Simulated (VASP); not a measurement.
A run of VASP 6.6.1 is set up as follows.

File INCAR:

```
SYSTEM = BAs
PREC = Accurate
ENCUT = 520
EDIFF = 1E-6
ISMEAR = 0
SIGMA = 0.02
LREAL = .FALSE.
LASPH = .TRUE.
NELM = 100
ALGO = Fast
ISIF = 2
LWAVE = .FALSE.
LCHARG = .TRUE.
GGA = PS
LELF = .TRUE.
LVHAR = .TRUE.
NBANDS = 11
```

Contents of KPOINTS:

```
Automatic mesh
0
G
  10 10 10
  0 0 0
```

Contents of POSCAR:

```
BAs
1.0
    0.0000000000      2.3838624930      2.3838624930
    2.3838624930      0.0000000000      2.3838624930
    2.3838624930      2.3838624930      0.0000000000
B As
1 1
Direct
    0.0000000000      0.0000000000      0.0000000000
    0.2500000000      0.2500000000      0.2500000000
```

Potentials or basis: VASP PAW PBE potentials, release 64 (B, As).

The run is started by

```console
$ cat potpaw_PBE.64/B/POTCAR potpaw_PBE.64/As/POTCAR > POTCAR
$ mpirun -np 1 vasp_std > vasp.out
```

(1) Estimate the band gap on the k mesh.

(2) Predict the pressure.

Results:

(1) 1.07 eV, indirect (least direct gap 3.25 eV).

(2) 0.9 GPa.

Caveat: the PAW data sets were made with another functional, which shifts forces and pressure a little.
